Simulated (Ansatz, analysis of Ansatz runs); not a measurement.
# Does V_C go to the (001) surface of MgAl2C2?

How does the energy of V_C change with depth under the (001) face of MgAl2C2? Model: a cell of 90 host atoms with 1 C taken out, a symmetric slab with vacuum.

Main program and level: Ansatz 0.2.0; plane-wave PAW DFT, PBEsol; a slab with vacuum, neutral defects.

Most raw output is cut from this account.

## (1) The structure

The cell holds 89 atoms: 18 Mg, 36 Al and 35 C. Cell: a = 10.172 Å, b = 10.172 Å, c = 23.000 Å, α = 90.0°, β = 90.0°, γ = 120.0°. It derives from MgAl2C2 (space group P-3m1), repeated 3×3×1. Vacuum lies along c. Nearest the centre at fractional (0.555, 0.445, 0.694): Al74 at 2.00 Å, Al35 at 2.00 Å, Al45 at 2.00 Å, Mg42 at 2.52 Å, Mg81 at 2.52 Å, Mg71 at 2.52 Å, C9 at 3.39 Å, C58 at 3.39 Å.

The cell's shortest repeat is 10.2 Å.

## (2) The clean slab

The slab is cut stoichiometric, symmetric and without a dipole, at the in-plane lattice of the database's bulk structure, and all its atoms relax. Miller indices refer to pymatgen's conventional standard cell, whose axes can be ordered otherwise than in the space-group symbol.

Input file slab/input.yaml:

```yaml
crystal:
  lattice:
    - [3.390646, 0.0, 0.0]
    - [-1.695323, 2.936386, 0.0]
    - [0.0, 0.0, 23.0]
  atoms:
    - { symbol: Mg, position: [0.0, 0.0, 0.3733975] }
    - { symbol: Mg, position: [0.0, 0.0, 0.6266025] }
    - { symbol: Al, position: [0.3333333, 0.6666667, 0.4620215] }
    - { symbol: Al, position: [0.6666667, 0.3333333, 0.2847734] }
    - { symbol: Al, position: [0.3333333, 0.6666667, 0.7152266] }
    - { symbol: Al, position: [0.6666667, 0.3333333, 0.5379785] }
    - { symbol: C, position: [0.6666667, 0.3333333, 0.4417831] }
    - { symbol: C, position: [0.3333333, 0.6666667, 0.3050119] }
    - { symbol: C, position: [0.6666667, 0.3333333, 0.6949881] }
    - { symbol: C, position: [0.3333333, 0.6666667, 0.5582169] }
basis:
  ecutwfc: 420
  xc_grid: 2
hamiltonian:
  xc: pbesol
  pseudopotentials: { kind: paw, azcp: { folder: soft_1 }, xc_functional: pbe }
kpoints:
  mp_grid: { grid: [3, 3, 1] }
scf:
  occupations: { method: fermi_dirac, width: 0.01 }
  max_iter: 80
relax:
  f_tol: 0.01
  max_steps: 100
  random_displacement: { amplitude: 0.03, seed: 2037 }
output:
  forces: true
  eigenvalues: true
```

On the command line:

```sh
> ansatz run input.yaml --threads 32 --pin off --max-ram 84787MiB --backend cuda --events-out ev --progress --plain --runs-dir out --max-vram 78GiB
```

Run time: 2.5 s. Hardware: 1 × NVIDIA GB200 with 32 threads of Arm Neoverse V2, shared host; peak memory 1 GiB.

Relaxation path:

```
step  energy less that of the first step (eV)  largest force component (eV/Å)
   1                                   0.0000                          0.6798
   2                                  -0.0897                          0.2871
   3                                  -0.1077                          0.0917
   4                                  -0.1094                          0.0105
   5                                  -0.1094                          0.0020
```

The atoms that moved most (Å, from the sites as typed, ahead of the random displacement, the mean shift of all atoms taken out):

```
atom     dx     dy      dz  length
 Al4  0.000  0.000   0.095   0.095
 Al5  0.000  0.000  -0.095   0.095
 Mg1  0.000  0.000   0.044   0.044
 Mg2  0.000  0.000  -0.044   0.044
 C10  0.000  0.000  -0.038   0.038
  C7  0.000  0.000   0.038   0.038
  C8  0.000  0.000   0.034   0.034
  C9  0.000  0.000  -0.034   0.034
```

With the common shift taken out, atoms move by up to 0.10 Å from the bulk-cut sites, and by up to 0.10 Å along the normal.

On a dense mesh the slab's energy differs by 84 meV an atom, so the supercells take one more k-point along each vector.

## (3) Does the supercell reconstruct?

The clean supercell is relaxed from displaced atoms, since a reconstruction that only the larger cell allows would otherwise be counted to the defect.

Input file pristine.relax/input.yaml:

```yaml
crystal:
  lattice:
    - [10.171938, 0.0, 0.0]
    - [-5.085969, 8.809158, 0.0]
    - [0.0, 0.0, 23.0]
  atoms:
    - { symbol: Mg, position: [-0.00057703, 0.00021137, 0.37507844] }
    - { symbol: Mg, position: [-0.0005968, 0.0001965, 0.62445399] }
    - { symbol: Al, position: [0.11052622, 0.22242736, 0.46250665] }
    - { symbol: Al, position: [0.22165364, 0.11132057, 0.28867282] }
[... 80 atom lines left out ...]
    - { symbol: Al, position: [0.77718092, 0.88908564, 0.71085947] }
    - { symbol: Al, position: [0.88830244, 0.77798129, 0.53702578] }
    - { symbol: C, position: [0.8883043, 0.777983, 0.44320269] }
    - { symbol: C, position: [0.777209, 0.88909808, 0.3062562] }
    - { symbol: C, position: [0.88829253, 0.77797494, 0.69327754] }
    - { symbol: C, position: [0.777191, 0.88909233, 0.5563247] }
basis:
  ecutwfc: 420
  xc_grid: 2
hamiltonian:
  xc: pbesol
  pseudopotentials: { kind: paw, azcp: { folder: soft_1 }, xc_functional: pbe }
kpoints:
  mp_grid: { grid: [2, 2, 1] }
scf:
  occupations: { method: fermi_dirac, width: 0.01 }
  max_iter: 80
output:
  forces: true
relax:
  f_tol: 0.015
  max_steps: 80
  random_displacement: { amplitude: 0.05, seed: 2046 }
```

Elapsed: 4.4 s, on 1 × NVIDIA GB200 with 32 threads; peak memory 1.3 GiB; 22 s of CPU time.

Atoms end at most 0.02 Å from the small cell's positions, so the small cell's structure is at least a local minimum.

## (4) The defect, layer by layer

Each layer's defect is relaxed from random displacements, at more than one total moment, because the electrons or holes left behind may pair or not. Layer 1 is shown in full.

Input file layer1_M0.relax/input.yaml:

```yaml
crystal:
  lattice:
    - [10.171938, 0.0, 0.0]
    - [-5.085969, 8.809158, 0.0]
    - [0.0, 0.0, 23.0]
  atoms:
    - { symbol: Mg, position: [-0.00056116, 0.0001765, 0.37434471] }
    - { symbol: Mg, position: [-0.00060291, 0.00026805, 0.62518337] }
    - { symbol: Al, position: [0.11054116, 0.22242455, 0.46207019] }
    - { symbol: Al, position: [0.22165942, 0.11126833, 0.28763393] }
    - { symbol: Al, position: [0.11050772, 0.2224642, 0.7119066] }
    - { symbol: Al, position: [0.22163658, 0.11131423, 0.5374646] }
    - { symbol: C, position: [0.22164003, 0.1113058, 0.44213292] }
    - { symbol: C, position: [0.11055023, 0.22238576, 0.30555678] }
[... 77 atom lines left out ...]
    - { symbol: C, position: [0.88829219, 0.77798582, 0.442134] }
    - { symbol: C, position: [0.77721614, 0.88905375, 0.30556626] }
    - { symbol: C, position: [0.88827889, 0.77799853, 0.69396608] }
    - { symbol: C, position: [0.77719934, 0.88913488, 0.55739466] }
basis:
  ecutwfc: 420
  xc_grid: 2
hamiltonian:
  xc: pbesol
  pseudopotentials: { kind: paw, azcp: { folder: soft_1 }, xc_functional: pbe }
kpoints:
  mp_grid: { grid: [2, 2, 1] }
scf:
  occupations: { method: fermi_dirac, width: 0.01 }
  max_iter: 80
output:
  forces: true
relax:
  f_tol: 0.03
  max_steps: 90
  random_displacement: { amplitude: 0.05, seed: 2038 }
```

Elapsed: 12 s, on 1 × NVIDIA GB200 with 32 threads; peak memory 1.4 GiB.

The steps of the relaxation:

```
step  energy less that of the first step (eV)  largest force component (eV/Å)
   1                                   0.0000                          1.4147
   2                                  -1.3096                          0.8314
   3                                  -1.7155                          0.0980
   4                                  -1.6904                          0.3847
   5                                  -1.7356                          0.1032
   6                                  -1.7416                          0.0553
   7                                  -1.7431                          0.0271
   8                                  -1.7438                          0.0170
   9                                  -1.7441                          0.0169
  10                                  -1.7450                          0.0213
  11                                  -1.7448                          0.0619
  12                                  -1.7469                          0.0296
```

Relaxation steps 4, 11 were tried and not accepted.

The atoms that moved most (Å, from the sites as typed, ahead of the random displacement, the mean shift of all atoms taken out):

```
atom      dx      dy      dz  length
Al45  -0.037  -0.033   0.330   0.333
Al35  -0.025   0.049   0.184   0.192
Mg51   0.102  -0.054   0.063   0.131
Mg32   0.004   0.077   0.033   0.084
Mg42  -0.065  -0.022  -0.029   0.075
Mg71   0.034  -0.043  -0.039   0.067
 C58   0.010  -0.044   0.047   0.065
Mg81  -0.025   0.044  -0.030   0.058
```

Neighbours of the ideal centre at the end:

```
atom  distance (Å)
Al74         1.952
Al35         2.000
Al45         2.106
Mg81         2.571
Mg71         2.583
Mg42         2.589
 C58         3.347
 C39         3.359
  C9         3.367
 C88         3.367
 C19         3.375
 C78         3.392
```

All relaxations:

```
layer  depth (Å)  moment (μB)    outcome  structures computed  largest displacement from the input (Å)  time
    1       0.41            0  converged                   12                                     0.33  12 s
    1       0.41            2  converged                    8                                     0.19  16 s
    2       3.55            0  converged                   12                                     0.15  13 s
    2       3.55            2  converged                    9                                     0.14  18 s
```

The relaxation ends 20 meV an atom lower than the displaced start, with a largest force component of 0.030 eV/Å.

## (5) Energies and states

Single points on the relaxed structures give the energies, all at one sampling, and show where the defect's states lie.

Input file layer1_M0.point.pbesol/input.yaml:

```yaml
crystal:
  lattice:
    - [10.171938, 0.0, 0.0]
    - [-5.085969, 8.809158, 0.0]
    - [0.0, 0.0, 23.0]
  atoms:
    - { symbol: Mg, position: [-6.522e-05, -3.786e-05, 0.3739242] }
    - { symbol: Mg, position: [-0.00267631, 0.00019713, 0.62423612] }
[... 32 atom lines left out ...]
    - { symbol: Al, position: [0.44418488, 0.22787036, 0.71980108] }
[... 6 atom lines left out ...]
    - { symbol: Mg, position: [0.32512004, 0.33096955, 0.62379863] }
[... 2 atom lines left out ...]
    - { symbol: Al, position: [0.43837571, 0.55194174, 0.72612401] }
[... 25 atom lines left out ...]
    - { symbol: Mg, position: [0.66695048, 0.32859414, 0.6233803] }
[... 2 atom lines left out ...]
    - { symbol: Al, position: [0.77190762, 0.55114034, 0.71116967] }
[... 6 atom lines left out ...]
    - { symbol: Mg, position: [0.66612833, 0.67175368, 0.62377876] }
[... 7 atom lines left out ...]
    - { symbol: C, position: [0.77716755, 0.88905785, 0.55696239] }
basis:
  ecutwfc: 420
  xc_grid: 2
hamiltonian:
  xc: pbesol
  pseudopotentials: { kind: paw, azcp: { folder: soft_1 }, xc_functional: pbe }
kpoints:
  mp_grid: { grid: [2, 2, 1] }
scf:
  occupations: { method: fermi_dirac, width: 0.01 }
  max_iter: 100
output:
  forces: true
  eigenvalues: true
  eigenstates: { localisation: true }
  populations: true
checkpoint:
  write: "../layer1_M0.point.pbesol.run"
  compress: false
  write_wavefunctions: false
  write_every: 100000
```

Wall time 4.2 s (1 × NVIDIA GB200 with 32 threads); peak memory 2.8 GiB; 37 s of CPU time.

From eigenstates.tsv, first k-point; energies on the run's zero. The participation number counts the atoms that a state is spread over, of 89; bands count from 0.

```
spin  band  energy (eV)  occupation  participation  largest share on  share
both   208        1.671        2.00           15.0               C68   0.12
both   209        1.895        2.00           41.4               C59   0.04
both   210        1.896        2.00           41.3               C30   0.04
both   211        2.075        2.00           21.3               C67   0.07
both   212        2.075        2.00           21.4               C87   0.07
both   213        3.115        2.00           12.2              Al45   0.19
both   214        3.958        0.00           39.8              Al45   0.08
both   215        4.056        0.00           12.6              Al45   0.21
both   216        4.173        0.00            9.6              Al74   0.25
both   217        4.328        0.00           43.3              Al25   0.06
both   218        4.366        0.00           49.8               Al5   0.07
```

Under PBEsol, periodic cell with vacuum at the first k-point of a 2×2×1 Γ-centred mesh, the highest filled state is spread over 12 of 89 atoms, and the lowest empty one, 0.84 eV above it, is spread over 40 of 89 atoms.

Against the clean slab and C (diamond):

```
layer  depth (Å)  total moment (μB)  formation energy (eV)  against the deepest layer (eV)
    1       0.41                  0                   2.31                           -0.71
    1       0.41                  2                   2.43                           -0.59
    2       3.55                  0                   3.02                            0.00
    2       3.55                  2                   3.08                            0.06
```

## (6) What came out

| Quantity | Value |
| --- | --- |
| highest less deepest of the layers obtained (PBEsol) | -0.71 eV |
| layer of the lowest energy (PBEsol) | 1 |

What this shows: Under PBEsol V_C is 0.71 eV lower in layer 1 than in layer 2, 3.5 Å down, so it segregates to the surface. At 600 K the Boltzmann factor between the best layer and the deepest is about 10^6 a site, entropy of vibration left out. The clean slab's gap at this sampling is 1.82 eV. Limits: neutral states alone; one site a layer, which need not be the same crystallographic site in every layer, at most four layers; one defect on one side of the slab, 10.2 Å from its images and with no dipole correction; the deepest layer of so thin a slab is not yet bulk, and the thickness was not varied; the in-plane lattice is the database's, not relaxed here; no adsorbates, no temperature.

[Logs are printed without paths, hosts, clocks, repeated set-up lines and the standing remarks that a program may print on its own settings, such as how far it seeks lower states.]

[Hosts, paths, dates, database ids (printed as entryN), source tags and the programs' standing remarks are cut or masked in the printed files.]

[Maps of the electrostatic potential energy from Ansatz leave out the sawtooth potential of an applied field or a dipole correction, so their vacuum need not be flat.]
